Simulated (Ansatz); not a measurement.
TiC:

```
CELL_PARAMETERS angstrom
3.04209 0.00000 0.00000
-1.52104 2.63452 0.00000
0.00000 0.00000 2.69797
ATOMIC_POSITIONS crystal
Ti 0.00000 0.00000 0.50000
C 0.33333 0.66667 0.00000
```

The cell was built by a generator and needn't be a form met in nature.

| Property | Result |
| --- | --- |
| Program | Ansatz 0.2.0 |
| Task | relaxation of cell and atoms |
| Functional | BLYP |
| Dispersion | D3(BJ) |
| Potentials or basis | Ansatz PAW |
| Cutoff | 420 eV (not typed: the program's choice for these potentials) |
| k mesh | 10 × 10 × 10 |
| Occupations | fermi-dirac, width 0.05 eV |
| Spin | no spin polarisation |

At the start: volume 10.81 Å³/atom.

Problem. Where does the relaxation end?

Solution. It ends after 7 steps and the volume is 10.43 Å³/atom (-3.5 %); space group P-6m2 (No. 187, to 0.05 Å).

Step by step:
```
step  energy change (eV)  largest force (eV/Å)  volume (Å³)
   1              0.0000                0.0000        21.62
   2             -0.0189                0.0000        20.93
   3             -0.0193                0.0000        20.87
   4             -0.0193                0.0000        20.87
   5             -0.0180                0.0000        20.87
   6             -0.0180                0.0000        20.86
   7             -0.0180                0.0000        20.86
```

Final structure:
```
CELL_PARAMETERS angstrom
2.99886 0.00000 0.00000
-1.49943 2.59709 0.00000
0.00000 0.00000 2.67884
ATOMIC_POSITIONS crystal
Ti 0.00000 0.00000 0.50000
C 0.33333 0.66667 0.00000
```

Caveat: the plane-wave basis is chosen anew once the cell has moved, so the energies of steps on either side of that aren't comparable; the pressure holds a Pulay correction of +0.3 GPa for the finite cutoff; the PAW data sets come from PBE, with cores solved anew for the run's functional, which leaves a small shift of forces and pressure.
